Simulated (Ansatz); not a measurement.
Something may be wrong with this Ansatz 0.2.0 calculation of Hf2S.

Contents of input.yaml:

```yaml
crystal:
  lattice:
    - [6.3764532, 0.0, 0.0]
    - [-3.1882266, 5.52217046, 0.0]
    - [0.0, 0.0, 22.14268989]
  atoms:
    - { symbol: Hf, position: [0.3333333333, 0.6666666667, 0.10018836] }
    - { symbol: Hf, position: [0.6666666667, 0.3333333333, 0.60018836] }
    - { symbol: Hf, position: [0.3333333333, 0.6666666667, 0.39981164] }
    - { symbol: Hf, position: [0.6666666667, 0.3333333333, 0.89981164] }
    - { symbol: S, position: [0.0, 0.0, 0.25] }
    - { symbol: S, position: [0.0, 0.0, 0.75] }
hamiltonian:
  xc: pbesol
  pseudopotentials: { kind: paw }
kpoints:
  mp_grid: { grid: [9, 9, 3] }
  band_path:
    path:
      - [[0.0, 0.0, 0.0], [0.5, 0.0, 0.0], [0.3333333333, 0.3333333333, 0.0], [0.0, 0.0, 0.0], [0.0, 0.0, 0.5], [0.5, 0.0, 0.5], [0.3333333333, 0.3333333333, 0.5], [0.0, 0.0, 0.5]]
      - [[0.5, 0.0, 0.5], [0.5, 0.0, 0.0]]
      - [[0.3333333333, 0.3333333333, 0.0], [0.3333333333, 0.3333333333, 0.5]]
    npoints: 14
scf:
  occupations: { method: fermi_dirac, width: 0.05 }
  n_extra_bands: 15
  max_iter: 80
output:
  forces: true
  stress: true
  eigenvalues: true
  fatbands: false
```

Potentials or basis: Ansatz PAW.

The run is started by

```bash
$ ansatz run input.yaml --threads 2 --pin off --max-ram 5632MiB --backend cpu --events-out ev --progress --plain --runs-dir out
```

Output:

```text
Warning: RAYON_NUM_THREADS=2 ignored (pool sized by the plan → 2); use --threads N
scf.n_extra_bands = 15 over 58 filled bands (N_el = 116.0): the run solves 73 bands
Engine: ansatz 0.2.0, aarch64-unknown-linux-gnu
Pseudopotentials: kind: paw
Pseudopotential: Hf, paw, valence charge 26, recommended cutoff 420 eV (normal), Hf.paw.azcp
[... 22 lines left out ...]
SCF iter   2: F=—  HF=-64164.423654 eV  |F-HF|=—  |Δ(HF+E_count)|=    3.44e1  Δρ=8.11e-2  dr2=3.03e2  ethr=1.77e-3  ⟨swp⟩=3.0  Hψ=2858  notcnv=0  recentre
SCF iter   3: F=—  HF=-64128.474977 eV  |F-HF|=—  |Δ(HF+E_count)|=    3.59e1  Δρ=9.74e-3  dr2=3.34e0  ethr=1.77e-3  ⟨swp⟩=3.8  Hψ=4698  notcnv=0
SCF iter   4: F=—  HF=-64128.748274 eV  |F-HF|=—  |Δ(HF+E_count)|=   2.73e-1  Δρ=3.13e-2  dr2=4.55e1  ethr=1.77e-3  ⟨swp⟩=1.2  Hψ=2075  notcnv=0  recentre
SCF iter   5: F=—  HF=-64128.782393 eV  |F-HF|=—  |Δ(HF+E_count)|=   3.41e-2  Δρ=1.47e-2  dr2=9.39e0  ethr=1.77e-3  ⟨swp⟩=1.6  Hψ=2053  notcnv=0
SCF iter   6: F=—  HF=-64129.136877 eV  |F-HF|=—  |Δ(HF+E_count)|=   3.54e-1  Δρ=1.79e-2  dr2=1.35e1  ethr=1.77e-3  ⟨swp⟩=2.0  Hψ=1948  notcnv=0
SCF iter   7: F=—  HF=-64129.665245 eV  |F-HF|=—  |Δ(HF+E_count)|=   5.28e-1  Δρ=2.03e-2  dr2=1.70e1  ethr=1.77e-3  ⟨swp⟩=1.0  Hψ=2016  notcnv=0
SCF iter   8: F=—  HF=-64128.352900 eV  |F-HF|=—  |Δ(HF+E_count)|=    1.31e0  Δρ=8.87e-3  dr2=3.80e0  ethr=1.77e-3  ⟨swp⟩=2.0  Hψ=1900  notcnv=0
SCF iter   9: F=—  HF=-64128.418673 eV  |F-HF|=—  |Δ(HF+E_count)|=   6.58e-2  Δρ=1.11e-2  dr2=5.74e0  ethr=1.77e-3  ⟨swp⟩=1.0  Hψ=2016  notcnv=0
SCF iter  10: F=—  HF=-64128.404291 eV  |F-HF|=—  |Δ(HF+E_count)|=   1.44e-2  Δρ=1.09e-2  dr2=5.50e0  ethr=1.77e-3  ⟨swp⟩=1.0  Hψ=1752  notcnv=0
SCF iter  11: F=—  HF=-64128.233858 eV  |F-HF|=—  |Δ(HF+E_count)|=   1.70e-1  Δρ=4.32e-3  dr2=8.71e-1  ethr=1.77e-3  ⟨swp⟩=1.7  Hψ=1773  notcnv=0
SCF iter  12: F=—  HF=-64128.221851 eV  |F-HF|=—  |Δ(HF+E_count)|=   1.20e-2  Δρ=1.90e-3  dr2=1.21e-1  ethr=7.51e-4  ⟨swp⟩=1.5  Hψ=1770  notcnv=0
SCF iter  13: F=—  HF=-64128.250342 eV  |F-HF|=—  |Δ(HF+E_count)|=   2.85e-2  Δρ=5.38e-3  dr2=1.29e0  ethr=1.04e-4  ⟨swp⟩=2.2  Hψ=1886  notcnv=0  recentre
SCF iter  14: F=—  HF=-64128.273985 eV  |F-HF|=—  |Δ(HF+E_count)|=   2.36e-2  Δρ=9.71e-3  dr2=4.39e0  ethr=1.04e-4  ⟨swp⟩=2.0  Hψ=2132  notcnv=0
```

Q: Diagnose the run.

A: The run was cut off at its time limit. The input holds a flaw that was put in on purpose: a lattice typed in bohr (crystal.lattice = [[6.3764532, 0.0, 0.0], [-3.1882266, 5.52217046, 0.0], [0.0, 0.0, 22.14268989]]).
